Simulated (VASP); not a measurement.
# ScAl3 (Pm-3m) in VASP: notebook

The runs below take ScAl3 through relaxation of the atoms, relaxation of cell and atoms, with PBEsol, PBE.

Everything below comes from runs of VASP 6.6.1. Logs are shortened: lines on timing, memory, paths and dates and some standing lists are left out, and cuts for length are marked.

## (1) Starting point

Symmetry: Pm-3m, No. 221, cubic system. The conventional cell has a = 4.088 Å, b = 4.088 Å, c = 4.088 Å, α = 90.00°, β = 90.00°, γ = 90.00°. Sc (site symmetry m-3m) is surrounded by 12 Al at 2.89 Å. Al (site symmetry 4/mmm) has 4 Sc at 2.89 Å and 8 Al at 2.89 Å as nearest neighbours.

The cell is a database's computed one.

## (2) Relaxation of the atoms, PBEsol (a relaxed cell with its volume scaled by 1.02)

INCAR reads:

```
PREC     = Accurate       # precision mode
ENCUT    = 600            # plane-wave cutoff, eV
EDIFF    = 1E-7           # SCF threshold, eV
ISMEAR   = 1              # smearing method
SIGMA    = 0.1            # smearing width, eV
LREAL    = F              # projectors in reciprocal space
LASPH    = T              # aspherical terms in the spheres
NELM     = 80             # most SCF steps
ALGO     = Fast           # electronic algorithm
ISIF     = 2              # what is computed and relaxed
LWAVE    = F              # write WAVECAR
LCHARG   = F              # write CHGCAR
GGA      = PS             # functional
IBRION   = 2              # ionic algorithm
NSW      = 40             # ionic steps
EDIFFG   = -0.01          # ionic threshold
```

KPOINTS reads:

```
Automatic mesh
0
Gamma
  10 10 10
```

POSCAR reads:

```
ScAl3                                   
1.0
    4.0996334183      0.0000000000      0.0000000000
    0.0000000000      4.0996334183      0.0000000000
    0.0000000000      0.0000000000      4.0996334183
  Sc              Al            
     1     3
Direct
     0.0000000000000000    0.0000000000000000    0.0000000000000000
     0.5000000000000000    0.0000000000000000    0.5000000000000000
     0.0000000000000000    0.5000000000000000    0.5000000000000000
     0.5000000000000000    0.5000000000000000    0.0000000000000000
```

Potentials or basis: VASP PAW PBE potentials, release 64 (Sc_sv, Al).

Command:

```console
cat potpaw_PBE.64/Sc_sv/POTCAR potpaw_PBE.64/Al/POTCAR > POTCAR
mpirun -np 1 vasp_std > vasp.out
```

OUTCAR:

```text
PREC = Accurate
   ENCUT = 600
   EDIFF = 1E-7
   ISMEAR = 1
   LREAL = F
   LASPH = T
   NELM = 80
   ISIF = 2
   GGA = PS
   IBRION = 2
   NSW = 40
   EDIFFG = -0.01

 ion  position               nearest neighbor table
   1  0.000  0.000  0.000-   2 2.90   3 2.90   4 2.90   2 2.90   3 2.90   3 2.90   4 2.90   3 2.90
                             2 2.90   4 2.90   2 2.90   4 2.90
   2  0.500  0.000  0.500-   1 2.90   3 2.90   4 2.90   1 2.90   4 2.90   3 2.90   4 2.90   4 2.90
                             1 2.90   3 2.90   1 2.90   3 2.90
   3  0.000  0.500  0.500-   1 2.90   2 2.90   4 2.90   1 2.90   4 2.90   1 2.90   2 2.90   1 2.90
                             2 2.90   4 2.90   4 2.90   2 2.90
   4  0.500  0.500  0.000-   1 2.90   2 2.90   3 2.90   2 2.90   3 2.90   1 2.90   2 2.90   2 2.90
                             1 2.90   3 2.90   3 2.90   1 2.90

  LATTYP: Found a simple cubic cell.
 ALAT       =     4.0996334183

  Lattice vectors:

 A1 = (   4.0996334183,   0.0000000000,   0.0000000000)
 A2 = (   0.0000000000,   4.0996334183,   0.0000000000)
 A3 = (   0.0000000000,   0.0000000000,   4.0996334183)

Analysis of symmetry for initial positions (statically):
=====================================================================
 Subroutine PRICEL returns:
 Original cell was already a primitive cell.

 Routine SETGRP: Setting up the symmetry group for a
 simple cubic supercell.

 Subroutine GETGRP returns: Found 48 space group operations
 (whereof 48 operations were pure point group operations)
 out of a pool of 48 trial point group operations.

The static configuration has the point symmetry O_h .

Analysis of symmetry for dynamics (positions and initial velocities):
=====================================================================
 Subroutine PRICEL returns:
 Original cell was already a primitive cell.

 Routine SETGRP: Setting up the symmetry group for a
 simple cubic supercell.

 Subroutine GETGRP returns: Found 48 space group operations
 (whereof 48 operations were pure point group operations)
 out of a pool of 48 trial point group operations.

The dynamic configuration has the point symmetry O_h .

 Subroutine INISYM returns: Found 48 space group operations
 (whereof 48 operations are pure point group operations),
 and found     1 'primitive' translations

----------------------------------------------------------------------------------------

                                     Primitive cell

  volume of cell :      68.9025

  direct lattice vectors                    reciprocal lattice vectors
     4.099633418  0.000000000  0.000000000     0.243924248  0.000000000  0.000000000
     0.000000000  4.099633418  0.000000000     0.000000000  0.243924248  0.000000000
     0.000000000  0.000000000  4.099633418     0.000000000  0.000000000  0.243924248

  length of vectors
     4.099633418  4.099633418  4.099633418     0.243924248  0.243924248  0.243924248

  position of ions in fractional coordinates (direct lattice)
     0.000000000  0.000000000  0.000000000
     0.500000000  0.000000000  0.500000000
     0.000000000  0.500000000  0.500000000
     0.500000000  0.500000000  0.000000000

  ion indices of the primitive-cell ions
   primitive index   ion index
                 1           1
                 2           2
                 3           3
                 4           4

----------------------------------------------------------------------------------------

 KPOINTS: Automatic mesh

Automatic generation of k-mesh.
 Grid dimensions read from file:
 generate k-points for:   10   10   10

 Generating k-lattice:

  Cartesian coordinates                     Fractional coordinates (reciprocal lattice)
     0.024392425  0.000000000  0.000000000     0.100000000  0.000000000  0.000000000
     0.000000000  0.024392425  0.000000000     0.000000000  0.100000000  0.000000000
     0.000000000  0.000000000  0.024392425     0.000000000  0.000000000  0.100000000

  Length of vectors
     0.024392425  0.024392425  0.024392425

  Shift w.r.t. Gamma in fractional coordinates (k-lattice)
     0.000000000  0.000000000  0.000000000

 Subroutine IBZKPT returns following result:
 ===========================================

 Found     56 irreducible k-points:

 Following reciprocal coordinates:
            Coordinates               Weight
  0.000000  0.000000  0.000000      1.000000
  0.100000  0.000000  0.000000      6.000000
  0.200000  0.000000  0.000000      6.000000
  0.300000  0.000000  0.000000      6.000000
  0.400000  0.000000  0.000000      6.000000
  0.500000  0.000000  0.000000      3.000000
[... 16 lines left out ...]
  0.200000  0.100000  0.100000     24.000000
  0.300000  0.100000  0.100000     24.000000
 [... further k-points ...]
   k-points           NKPTS =     56   k-points in BZ     NKDIM =     56   number of bands    NBANDS=     14
   number of dos      NEDOS =    301   number of ions     NIONS =      4
   total plane-waves  NPLWV =  46656
   dimension x,y,z NGX =    36 NGY =   36 NGZ =   36
   dimension x,y,z NGXF=    72 NGYF=   72 NGZF=   72
   ions per type =               1   3
   NGX,Y,Z   is equivalent  to a cutoff of  14.60, 14.60, 14.60 a.u.
   NGXF,Y,Z  is equivalent  to a cutoff of  29.20, 29.20, 29.20 a.u.
 SYSTEM =  unknown system
   PREC   = accura    normal or accurate (medium, high low for compatibility)
   ISTART =      0    job   : 0-new  1-cont  2-samecut
   ICHARG =      2    charge: 1-file 2-atom 10-const
   ISPIN  =      1    spin polarized calculation?
   LNONCOLLINEAR =      F non collinear calculations
   LSORBIT =      F    spin-orbit coupling
   LASPH  =      T    aspherical Exc in radial PAW
   ENCUT  =  600.0 eV  44.10 Ry    6.64 a.u.   8.19  8.19  8.19*2*pi/ulx,y,z
   NELM   =     80;   NELMIN=  2; NELMDL= -5     # of ELM steps
   EDIFF  = 0.1E-06   stopping-criterion for ELM
   LREAL  =      F    real-space projection
   EDIFFG = -.1E-01   stopping-criterion for IOM
   NSW    =     40    number of steps for IOM
   IBRION =      2    ionic relax: 0-MD 1-quasi-New 2-CG
   NFREE  =      1    steps in history (QN), initial steepest desc. (CG)
   ISIF   =      2    stress and relaxation
   ISYM   =      2    0-nonsym 1-usesym 2-fastsym
   POTIM  = 0.5000    time-step for ionic-motion
   TEBEG  =    0.0;   TEEND  =   0.0 temperature during run
   PSTRESS=    0.0 pullay stress
   NELECT =      20.0000    total number of electrons
   NUPDOWN=      -1.0000    fix difference up-down
   EMIN   =  10.00;   EMAX   =-10.00  energy-range for DOS
   EFERMI =   0.00;   METHOD = LEGACY
   ISMEAR =     1;   SIGMA  =   0.10  broadening in eV -4-tet -1-fermi 0-gaus
   EFERMI_NEDOS =   21; number of points for ismear=-14 and -15
   IALGO  =     68    algorithm
   IMIX   =      4    mixing-type and parameters
     AMIX     =   0.40;   BMIX     =  1.00
     AMIX_MAG =   1.60;   BMIX_MAG =  1.00
  volume/ion in A,a.u.               =      17.23       116.24
  Fermi-wavevector in a.u.,A,eV,Ry     =   1.083943  2.048355 15.985928  1.174933
  Thomas-Fermi vector in A             =   2.220021
   LORBIT       =      0    0 simple, 1 ext, 2 COOP (PROOUT), +10 PAW based schemes
   GGA     = PS    functional components
   LHFCALC =     F    Hartree Fock is set to
   AEXX    =    0.0000 exact exchange contribution
   IVDW    =     0    specifies the selected vdW correction
   LEPSILON=     F    determine dielectric tensor
   LRPA    =     F    only Hartree local field effects (RPA)
 conjugate gradient relaxation of ions
 non-spin polarized calculation
 RMM-DIIS sequential band-by-band and
 Methfessel and Paxton  Order N= 1 SIGMA  =   0.10
  energy-cutoff  :      600.00
  volume of cell :       68.90
 maximum number of plane-waves:      2325
 NGX is ok and might be reduce to    36
   NGX = 17   NGY = 17   NGZ = 17

 number of electron      20.0000001 magnetization

 Free energy of the ion-electron system (eV)
  ---------------------------------------------------
  ext. energy  EPLUGINS =         0.00000000
  ---------------------------------------------------
  free energy    TOTEN  =       -20.75716538 eV

  energy without entropy =      -20.75778046  energy(sigma->0) =      -20.75737041

 E-fermi :   7.1365     XC(G=0): -10.4650

 val. band max:        7.0871929477   @ k =   0.5000   0.1000   0.1000
 cond. band min:       7.1401873519   @ k =   0.3000   0.0000   0.0000
 fundamental gap:      0.0529944042
 Fermi energy:         7.1364517062

 k-point     1 :       0.0000    0.0000    0.0000
  band No.  band energies     occupation
      1     -41.6465      2.00000
      2     -20.4422      2.00000
      3     -20.4422      2.00000
      4     -20.4422      2.00000
      5      -2.8531      2.00000
      6       4.5098      2.00000
      7       4.5098      2.00000
      8       5.3261      2.00000
      9       5.3261      2.00000
     10       5.3261      2.00000
     11       8.3456     -0.00000
     12       8.4196     -0.00000
     13       8.4196     -0.00000
     14       8.4196     -0.00000

 k-point     2 :       0.1000    0.0000    0.0000
  band No.  band energies     occupation
      1     -41.6463      2.00000
      2     -20.4452      2.00000
      3     -20.4419      2.00000
      4     -20.4419      2.00000
      5      -2.7613      2.00000
      6       3.7416      2.00000
      7       4.5821      2.00000
      8       5.3376      2.00000
      9       5.3376      2.00000
     10       5.8445      2.00000
     11       8.3652     -0.00000
     12       8.3652     -0.00000
     13       8.4482     -0.00000
     14       8.7317     -0.00000
[... 343 lines left out ...]
      1     -41.6458      2.00000
      2     -20.4527      2.00000
      3     -20.4442      2.00000
      4     -20.4439      2.00000
      5      -2.3104      2.00000
      6       2.7240      2.00000
      7       3.9090      2.00000
      8       4.5774      2.00000
      9       6.2015      2.00000
     10       7.0286      2.06290
     11       7.7878     -0.00000
     12       8.0600     -0.00000
     13       8.7966     -0.00000
     14      10.1201      0.00000

 k-point    24 :       0.3000    0.1000    0.1000
  band No.  band energies     occupation
      1     -41.6454      2.00000
      2     -20.4624      2.00000
      3     -20.4434      2.00000
      4     -20.4431      2.00000
      5      -1.8729      2.00000
      6       1.6136      2.00000
      7       4.1936      2.00000
      8       4.7930      2.00000
      9       5.9571      2.00000
     10       7.3518     -0.00943
     11       7.7544     -0.00000
     12       8.1220     -0.00000
     13       9.2531      0.00000
     14       9.7215      0.00000

 [... further k-points ...]

------------------------ aborting loop because EDIFF is reached ----------------------------------------

  FORCE on cell =-STRESS in cart. coord.  units (eV):
  Direction    XX          YY          ZZ          XY          YZ          ZX
  --------------------------------------------------------------------------------------
  -------------------------------------------------------------------------------------
  Total       -0.7522355     -0.7522355     -0.7522355     -0.0000000     -0.0000000     -0.0000000
  in kB      -17.4915907    -17.4915907    -17.4915907     -0.0000000     -0.0000000     -0.0000000
  external PRESSURE =     -17.4915907 kB  Pullay stress =       0.0000000 kB

 VOLUME and BASIS-vectors are now :
 -----------------------------------------------------------------------------
  energy-cutoff  :      600.00
  volume of cell :       68.90
      direct lattice vectors                 reciprocal lattice vectors
     4.099633418  0.000000000  0.000000000     0.243924248  0.000000000  0.000000000
     0.000000000  4.099633418  0.000000000     0.000000000  0.243924248  0.000000000
     0.000000000  0.000000000  4.099633418     0.000000000  0.000000000  0.243924248

 POSITION                                       TOTAL-FORCE (eV/Angst)
 -----------------------------------------------------------------------------------
      0.00000      0.00000      0.00000         0.000000      0.000000      0.000000
      2.04982      0.00000      2.04982         0.000000      0.000000      0.000000
      0.00000      2.04982      2.04982         0.000000      0.000000      0.000000
      2.04982      2.04982      0.00000         0.000000      0.000000      0.000000
 -----------------------------------------------------------------------------------
    total drift:                                0.000000     -0.000000     -0.000000

  FREE ENERGIE OF THE ION-ELECTRON SYSTEM (eV)
  ---------------------------------------------------
  free  energy   TOTEN  =       -20.7571653843 eV

  energy  without entropy=      -20.7577804597  energy(sigma->0) =      -20.75737041

 reached required accuracy - stopping structural energy minimisation
```

Wall time 45 s (1 thread of Intel Xeon 6975P-C (Granite Rapids), shared host); peak memory 0.24 GiB.

Results:

| Quantity | Value |
| --- | --- |
| Free energy | -20.7572 eV |
| Pressure after relaxing | -1.7 GPa |
| Band gap on the k mesh | none (metal or under the smearing width) |

Final structure:
```yaml
crystal:
  lattice:
    - [4.09963, 0.00000, 0.00000]
    - [0.00000, 4.09963, 0.00000]
    - [0.00000, 0.00000, 4.09963]
  atoms:
    - { symbol: Sc, position: [0.00000, 0.00000, 0.00000] }
    - { symbol: Al, position: [0.50000, 0.00000, 0.50000] }
    - { symbol: Al, position: [0.00000, 0.50000, 0.50000] }
    - { symbol: Al, position: [0.50000, 0.50000, 0.00000] }
```

Caveat: the relaxation stopped at its first step, so nothing moved; the PAW data sets were made with another functional, which shifts forces and pressure a little.

(Continued in part 2 of 2.)
